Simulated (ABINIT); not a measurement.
A calculation with ABINIT 10.8.3 (patched build) of WC (native input, structure from a POSCAR):

The input run.abi:

```
# Pseudopotentials
pp_dirpath "./"
pseudos "W.GGA_PBE-JTH.xml, C.GGA_PBE-JTH.xml"

# Structure
structure "poscar:POSCAR"
natom 2
chkprim 0
chksymtnons 0
tolsym 1.0e-6

# Plane-wave basis
ecut 19.0
pawecutdg 38.0
pawxcdev 0

# k points
kptopt 1
ngkpt 10 10 6
nshiftk 1
shiftk 0.0 0.0 0.0

# Exchange and correlation
ixc 11

# Bands and occupations
nband 13
occopt 3
tsmear 0.00183747

# SCF cycle
nstep 100
tolvrs 1.0e-9

# Output
iomode 3
prtwf 0
prtden 0
prteig 0
prtebands 0
```

File POSCAR:

```
WC
1.0
    1.6403461100     -2.1180379000      0.0000000000
    1.6403461100      2.1180379000      0.0000000000
    0.0000000000      0.0000000000      4.3094211000
W C
1 1
Direct
    0.5000000000      0.5000000000      0.5000000000  W
    0.0000000000      0.0000000000      0.0000000000  C
```

Potentials or basis: JTH PAW PBE v2.0.

Launch:

```bash
$ abinit run.abi > log 2>&1
```

The cell was built by a generator and needn't be a form met in nature.

Task: Write the same calculation in another form: ASE script, structure from a P1 CIF.

Result: As run:

Contents of run.py:

```python
import json, os
import numpy as np
from ase.units import GPa
from ase.calculators.abinit import Abinit, AbinitProfile
from ase.io import read

atoms = read('WC.cif')

profile = AbinitProfile(command='abinit', pp_paths=[os.path.abspath('pseudos')])
params = dict(
    pps='pawxml', xc='PBE',
    chksymtnons=0,
    tolsym=1e-06,
    ecut=517.0163,
    pawecutdg=1034.0327,
    pawxcdev=0,
    kptopt=1,
    ngkpt=[10, 10, 6],
    nshiftk=1,
    shiftk=[0.0, 0.0, 0.0],
    ixc=11,
    nband=13,
    occopt=3,
    tsmear=0.05,
    nstep=100,
    tolvrs=1e-09,
    prtwf=0,
    prtden=0,
)

atoms.calc = Abinit(profile=profile, directory='run', **params)
energy = atoms.get_potential_energy()
forces = atoms.get_forces()
stress = atoms.get_stress()
print(f'energy {energy:.6f} eV')
print('forces (eV/A)')
print(np.round(forces, 5))
print('stress (GPa, Voigt, tension positive)', np.round(stress / GPa, 4))
json.dump(dict(energy=energy, forces=forces.tolist(), stress=stress.tolist(), cell=atoms.cell.tolist(), frac=atoms.get_scaled_positions(wrap=False).tolist()), open('results.json', 'w'))
```

The input WC.cif:

```cif
data_WC
_cell_length_a 2.67895874
_cell_length_b 2.67895874
_cell_length_c 4.30942110
_cell_angle_alpha 90.00000000
_cell_angle_beta 90.00000000
_cell_angle_gamma 104.48694670
_space_group_name_H-M_alt 'P1'
_space_group_name_Hall 'P 1'
_space_group_IT_number 1
loop_
_space_group_symop_operation_xyz
'x,y,z'
loop_
_atom_site_label
_atom_site_type_symbol
_atom_site_symmetry_multiplicity
_atom_site_Wyckoff_symbol
_atom_site_fract_x
_atom_site_fract_y
_atom_site_fract_z
_atom_site_occupancy
W1 W 1 a 0.5000000000 0.5000000000 0.5000000000 1
C1 C 1 a 0.0000000000 0.0000000000 0.0000000000 1
```

Potentials or basis: JTH PAW PBE v2.0.

Command:

```bash
$ python run.py
```

Both were run:

|  | native input, structure from a POSCAR | ASE script, structure from a P1 CIF |
| --- | --- | --- |
| Pressure | -32.3 GPa | -32.3 GPa |
| Band gap on the k mesh | none (metal or under the smearing width) | none (metal or under the smearing width) |
| Valence electrons inside the program's atomic spheres | W 11.50; C 2.04 | W 11.50; C 2.04 |

Keys that steer only the numerical path or the files written may differ.

Caveat: a pressure of tens of GPa on the cell as given is suspect, and the run, the potentials or the cell itself is likely at fault.
